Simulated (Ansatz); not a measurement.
GeSb2Te4 (R3m), computed twice by G0W0.

```yaml
crystal:
  lattice:
    - [2.15473, 1.24403, 13.89708]
    - [-2.15473, 1.24403, 13.89708]
    - [0.00000, -2.48807, 13.89708]
  atoms:
    - { symbol: Ge, position: [0.57046, 0.57046, 0.57046] }
    - { symbol: Sb, position: [0.42653, 0.42653, 0.42653] }
    - { symbol: Sb, position: [0.99799, 0.99799, 0.99799] }
    - { symbol: Te, position: [0.86977, 0.86977, 0.86977] }
    - { symbol: Te, position: [0.13417, 0.13417, 0.13417] }
    - { symbol: Te, position: [0.71137, 0.71137, 0.71137] }
    - { symbol: Te, position: [0.28972, 0.28972, 0.28972] }
```

The cell and positions are those that the Materials Project relaxed with its own functionals (PBE, PBE+U or r2SCAN), kept fixed. Spin-orbit coupling is left out unless a run names it.

The first (Ansatz 0.2.0; start PBE, 4×4×4 mesh, 507 empty bands, screening to 100 eV, PAW set soft_1 files; 1 × NVIDIA H100 80GB HBM3 (shared by 6 runs) with 3 threads of AMD EPYC 7R13 (Zen 3), shared host) gave, on its mesh: starting gap 0.38 eV, G0W0 gap 0.43 eV, RPA ε∞ (mean) 41.57, 2.4 min.

Question: The second changes empty bands from 507 to 179 and screening cutoff (eV) from 100 to 50. What does it give?

It gave: starting gap 0.38 eV, G0W0 gap 0.40 eV, RPA ε∞ (mean) 41.65, 60 s. The G0W0 gap moves by −0.03 eV, +0.00 eV from the start and −0.03 eV from the correction. Σc changes by +0.37 eV at the valence top and +0.33 eV at the conduction bottom, and Σx − Vxc between them by +0.00 eV.

Limits: not at the basis limit; mesh may overstate the screening; no spin-orbit coupling.

[Paths, hosts, dates, memory and timing lines, banners, echoed tables and standing remarks are left out of the program output.]

[Logs are printed without paths, hosts, clocks, repeated set-up lines and the standing remarks that a program may print on its own settings, such as how far it seeks lower states.]

[Runs of the session that timed out or met a known fault of the program may be left out.]

[Cells called generated may have been cut or substituted from an entry of the Crystallography Open Database or the Materials Project.]

[Hosts, paths, dates, database ids (printed as entryN), source tags and the programs' standing remarks are cut or masked in the printed files.]
